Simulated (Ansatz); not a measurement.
# WC: molecular dynamics, part 2 of 2

Aim: heat the crystal hard, then quench it. Runs: 190 steps of 1.12 fs under a Langevin thermostat at 2800 K; 269 steps of 1 fs under a Langevin thermostat, set from 2240 K to 300 K by a schedule. The start is the crystal (P-6m2), its volume scaled by 1.15.

Ansatz 0.2.0; DFT LDA, plane waves, PAW, scalar-relativistic, no spin polarisation. Earlier steps stand in the parts before.

**8. The trajectory**

One step in 20; energies are changes from step 0; msd is the mean square displacement from the start, the centre of mass held:

| time (fs) | T (K) | potential energy change (meV/atom) | msd C (Å²) | msd W (Å²) |
| --- | --- | --- | --- | --- |
| 0.0 | 2100 | 0.0 | 0.000 | 0.000 |
| 20.0 | 1895 | -28.3 | 0.177 | 0.005 |
| 40.0 | 2697 | -184.6 | 0.150 | 0.021 |
| 60.0 | 2007 | -84.1 | 0.143 | 0.042 |
| 80.0 | 1923 | -114.6 | 0.250 | 0.065 |
| 100.0 | 1920 | -146.7 | 0.136 | 0.076 |
| 120.0 | 1576 | -156.5 | 0.132 | 0.079 |
| 140.0 | 1409 | -198.4 | 0.145 | 0.070 |
| 160.0 | 810 | -207.1 | 0.144 | 0.055 |
| 180.0 | 876 | -269.4 | 0.123 | 0.047 |
| 200.0 | 649 | -271.8 | 0.113 | 0.040 |
| 220.0 | 608 | -296.6 | 0.093 | 0.032 |
| 240.0 | 443 | -308.3 | 0.105 | 0.030 |
| 260.0 | 356 | -314.1 | 0.109 | 0.035 |
| 269.0 | 320 | -313.8 | 0.102 | 0.038 |

time (fs), T (K) and a bar:
```
      0.0       2100 ########################
     12.0       2204 #########################
     23.0       1761 ###################
     35.0       2556 ##############################
     47.0       2229 ##########################
     58.0       1705 ###################
     70.0       2462 #############################
     82.0       1883 #####################
     94.0       1968 ######################
    105.0       1639 ##################
    117.0       1634 ##################
    129.0       1490 ################
    140.0       1409 ###############
    152.0       1075 ##########
    164.0        899 ########
    175.0       1152 ###########
    187.0        839 #######
    199.0        681 #####
    211.0        641 ####
    222.0        548 ###
    234.0        339 
    246.0        457 ##
    257.0        426 #
    269.0        320
```

Pair distribution over the second half of the run:

| r (Å) | g W–C |
| --- | --- |
| 0.68 | 0.00 |
| 0.84 | 0.00 |
| 1.00 | 0.00 |
| 1.16 | 0.00 |
| 1.32 | 0.00 |
| 1.48 | 0.00 |
| 1.64 | 0.00 |
| 1.80 | 0.00 |
| 1.96 | 0.10 |
| 2.12 | 2.30 |
| 2.28 | 7.52 |
| 2.44 | 3.19 |

Maxima of the velocity power spectrum (cm⁻¹, relative height; resolution about 250 cm⁻¹): 220 (100), 530 (83).

**9. Positions and forces**

Positions (Å) and forces (eV/Å):

```xyz
16
Lattice="-3.040 -5.265 0.000 4.560 -2.633 0.000 0.000 0.000 5.948" Properties=species:S:1:pos:R:3:forces:R:3 pbc="T T T" time_fs=45.0 T=2596 dE=-2.5689
W     0.142   -5.197   -0.025    0.239   -1.460    0.036
C     1.715   -4.453    1.337   -0.338    0.661    1.078
W     0.065   -5.224    2.992    0.368   -1.293   -0.108
C     1.794   -4.491    4.627   -1.990    1.008   -2.083
W    -1.284   -2.715   -0.083   -1.830    0.338    1.552
C     0.261   -1.777    1.394   -1.451    0.551    0.303
W    -1.631   -2.679    2.906    3.068   -0.630    0.363
C    -0.019   -1.798    4.487    1.335    0.336   -1.048
W     1.661   -2.492   -0.123   -0.749   -2.359    2.732
C     3.058   -1.543    1.481    0.971   -2.235   -0.022
W     1.644   -2.694    3.019   -0.186    0.787   -1.864
C     3.069   -1.892    4.485    1.134    1.527   -1.105
W     0.114    0.100   -0.031   -0.015   -2.438   -0.084
C    -1.269   -4.570    1.554   -2.296    2.095   -0.832
W     0.008   -0.183    2.859    0.991    1.571    1.239
C    -1.531   -4.611    4.413    0.750    1.540   -0.158
16
Lattice="-3.040 -5.265 0.000 4.560 -2.633 0.000 0.000 0.000 5.948" Properties=species:S:1:pos:R:3:forces:R:3 pbc="T T T" time_fs=90.0 T=1862 dE=-2.1126
W     0.143   -5.252    0.050   -1.005    0.842   -1.745
C     1.616   -4.350    1.401   -0.308    0.459   -0.524
W     0.001   -5.291    3.071    0.298    0.552   -2.250
C     1.579   -4.378    4.074   -0.161    0.207    2.516
W    -1.458   -2.596    0.080   -0.601   -0.904   -4.377
C    -0.027   -1.864    1.229    2.420    1.543    2.158
W    -1.550   -2.767    2.858    0.371    1.772    1.008
C    -0.198   -1.996    4.159    3.196    1.806    1.131
W     1.642   -2.552   -0.113   -0.453   -1.175   -0.201
C     3.101   -1.546    1.409   -0.071   -2.093    0.398
W     1.623   -2.620    2.810   -1.556   -0.181    0.987
C     3.076   -1.758    4.296    0.009   -0.119    0.532
W     0.262   -0.007    0.020   -3.530    0.099   -2.173
C    -1.587   -4.327    1.359    1.629   -0.397    1.051
W     0.022    0.073    2.779   -0.397   -1.491    2.672
C    -1.458   -4.348    4.553    0.159   -0.919   -1.182
16
Lattice="-3.040 -5.265 0.000 4.560 -2.633 0.000 0.000 0.000 5.948" Properties=species:S:1:pos:R:3:forces:R:3 pbc="T T T" time_fs=134.0 T=1482 dE=-2.6787
W    -0.045   -5.395   -0.147    1.884    1.685    1.883
C     1.627   -4.379    1.460   -0.606    0.000   -0.310
W     0.029   -5.249    3.030    0.868    0.117   -1.821
C     1.639   -4.237    4.350   -0.647   -0.962    0.234
W    -1.366   -2.544   -0.021   -2.110   -0.656   -0.936
C    -0.166   -1.578    1.361    2.527   -2.345    2.234
W    -1.436   -2.642    2.955   -0.859    1.490   -0.333
C     0.091   -1.707    4.453   -0.309   -0.117   -0.351
W     1.618   -2.689   -0.069   -0.232    0.545   -0.985
C     3.263   -1.874    1.472   -3.053    2.069   -1.455
W     1.481   -2.540    2.703    1.714   -1.444    3.476
C     3.095   -1.806    4.384   -0.190    0.796   -0.040
W     0.137   -0.046    0.052   -0.752    2.119   -3.447
C    -1.385   -4.342    1.604   -0.576   -0.635   -1.065
W    -0.005    0.051    2.816    1.594   -0.581    3.544
C    -1.471   -4.177    4.532    0.747   -2.082   -0.627
16
Lattice="-3.040 -5.265 0.000 4.560 -2.633 0.000 0.000 0.000 5.948" Properties=species:S:1:pos:R:3:forces:R:3 pbc="T T T" time_fs=179.0 T=934 dE=-4.3164
W     0.042   -5.373   -0.125    0.149    1.452    1.154
C     1.519   -4.440    1.357    0.679    0.506    0.328
W     0.062   -5.276    2.882   -0.209   -0.015   -0.222
C     1.667   -4.524    4.481   -0.587    1.273   -1.007
W    -1.357   -2.608   -0.098   -1.361   -0.547    0.555
C     0.081   -1.648    1.347   -0.419   -1.217    0.566
W    -1.411   -2.500    2.919   -0.804   -2.110   -0.873
C     0.117   -1.688    4.325   -0.564   -0.808    0.585
W     1.611   -2.693   -0.130   -0.464    0.658    1.221
C     2.998   -1.748    1.528    0.486   -0.168   -1.132
W     1.517   -2.654    2.945    1.085    0.202   -1.153
C     3.148   -1.636    4.372   -0.509   -1.945   -0.249
W     0.068   -0.008   -0.018    0.366    0.338   -1.984
C    -1.488   -4.409    1.296    0.338    0.270    0.510
W     0.014   -0.008    2.862    0.544    0.563    0.407
C    -1.542   -4.571    4.211    1.270    1.547    1.294
16
Lattice="-3.040 -5.265 0.000 4.560 -2.633 0.000 0.000 0.000 5.948" Properties=species:S:1:pos:R:3:forces:R:3 pbc="T T T" time_fs=224.0 T=553 dE=-4.5647
W     0.098   -5.302   -0.113   -0.628    0.009   -0.027
C     1.536   -4.356    1.418    0.812   -1.058   -0.241
W     0.050   -5.324    2.788   -0.062    0.285    1.316
C     1.437   -4.516    4.329    1.675    1.000   -0.018
W    -1.374   -2.667   -0.125   -0.829    0.011    1.024
C     0.237   -1.918    1.349   -1.974    1.292    0.616
W    -1.460   -2.597    2.943    0.473   -1.250   -1.238
C     0.038   -1.650    4.422    0.227   -1.443   -0.408
W     1.580   -2.698   -0.075    0.572    0.241   -0.262
C     3.051   -1.756    1.336    1.029   -0.706    0.188
W     1.667   -2.751    2.950   -1.504    1.289   -1.260
C     3.157   -1.819    4.310   -0.477    0.307    0.363
W     0.093    0.001   -0.122    0.224   -0.149    0.590
C    -1.433   -4.477    1.342   -0.226    0.552    0.271
W     0.029   -0.081    2.889    1.197    0.728   -0.595
C    -1.405   -4.296    4.377   -0.511   -1.109   -0.318
16
Lattice="-3.040 -5.265 0.000 4.560 -2.633 0.000 0.000 0.000 5.948" Properties=species:S:1:pos:R:3:forces:R:3 pbc="T T T" time_fs=269.0 T=320 dE=-5.0202
W     0.103   -5.292   -0.115   -0.190   -0.532   -0.199
C     1.672   -4.463    1.320   -0.709    0.298    0.737
W     0.060   -5.337    2.812    0.351    0.012    0.747
C     1.725   -4.383    4.425   -1.006   -0.814   -0.709
W    -1.423   -2.694   -0.090    0.279   -0.054   -0.220
C     0.044   -1.733    1.367    0.487   -0.574    0.055
W    -1.420   -2.745    2.902   -0.067    0.632   -0.764
C     0.062   -2.029    4.337    0.396    1.903    0.037
W     1.618   -2.708   -0.063   -0.157    0.415   -0.876
C     3.100   -1.812    1.379    0.311    0.196   -0.084
W     1.658   -2.697    2.848   -0.946   -0.186    0.528
C     2.988   -1.811    4.352    1.563    0.042   -0.061
W     0.083   -0.027   -0.179   -0.015   -0.461    1.263
C    -1.406   -4.401    1.316   -0.194   -0.531    0.506
W     0.058   -0.079    2.901    0.269    0.106   -0.928
C    -1.410   -4.441    4.334   -0.370   -0.452   -0.032
```

Reading of run 2. Under a schedule from 2240 to 300 K over 269 fs, the atoms average 380 K over the last tenth of the run. Such a rate, of order 10^16 K/s, is far beyond any furnace or quench, and the atoms lag the set-point. Counted from the crystal's sites, with the common drift removed, the atoms stand 0.09 Å away over the last tenth of the run (root mean square), 4 % of the neighbour distance: under the 10 to 20 % at which crystals usually melt.

**10. Summary of results**

This closing draws on all 2 parts.

| quantity | value |
| --- | --- |
| run 1: length | 190 steps of 1.12 fs |
| run 1: temperature, first and last step | 2625 and 1862 K |
| run 1: temperature, second half | mean 2551 K, from 1829 to 3282 K |
| run 1: potential energy, second half | +309 meV/atom from this run's first step |
| run 1: mean square displacement, second half | C 0.079, W 0.036 Å² |
| run 2: length | 269 steps of 1 fs |
| run 2: temperature, first and last step | 2100 and 320 K |
| run 2: temperature, second half | mean 747 K, from 279 to 1632 K |
| run 2: potential energy, second half | -271 meV/atom from this run's first step |
| run 2: mean square displacement, second half | C 0.118, W 0.043 Å² |

**Reading.** Mean temperatures of the second halves: 2551 K, 747 K. In the last run: counted from the crystal's sites, with the common drift removed, the atoms stand 0.09 Å away over the last tenth of the run (root mean square), 4 % of the neighbour distance: under the 10 to 20 % at which crystals usually melt. Averages from a run of 269 fs with 16 atoms are rough. Accuracy level and mesh were kept low to afford the steps.
